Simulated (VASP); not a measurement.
Runs of VASP 6.6.1 on MnO. Symmetry: Cm, No. 8, monoclinic system. Conventional cell: a = 5.943 Å, b = 3.434 Å, c = 3.440 Å, α = 90.00°, β = 125.23°, γ = 90.00°. Mn (site symmetry m) has 4 O at 2.10 Å as nearest neighbours. Around O (site symmetry m) lie 4 Mn at 2.10 Å. The cell comes from a database or a generator and needn't be the stable form of this composition.

```csv
cell,target pressure,gap on the mesh (eV),pressure (GPa),moment (μB)
relaxed to 10 GPa,10 GPa,none,10.1,(a)
relaxed to 30 GPa,30 GPa,none,30.0,0.57
relaxed to 5 GPa,5 GPa,none,4.9,4.95
relaxed to 2 GPa,2 GPa,none,2.0,4.99
relaxed,-,none,0.0,4.99
```

Alike in all rows: task relaxation of cell and atoms; level PBE; potentials or basis VASP PAW PBE potentials, release 64 (Mn_pv, O); spin collinear, ferromagnetic start; k mesh 7 × 7 × 7; cutoff (eV) 600; smearing fermi-dirac 0.05 eV.

Question: Estimate the missing entries.

Answer: (a) 4.71.

Caveats: a cell with one magnetic atom can't hold antiferromagnetic order, which such compounds often take; semilocal functionals often make such compounds metallic where correlation or magnetic order opens a gap, which also shifts bond lengths; the cell is relaxed towards a set pressure, so the enthalpy falls and the energy may rise (some runs); the moment fell far below its start of 4 μB, so a state of higher moment may lie lower in energy (some runs).

A gap of «none» marks a metal or a gap under the smearing width.
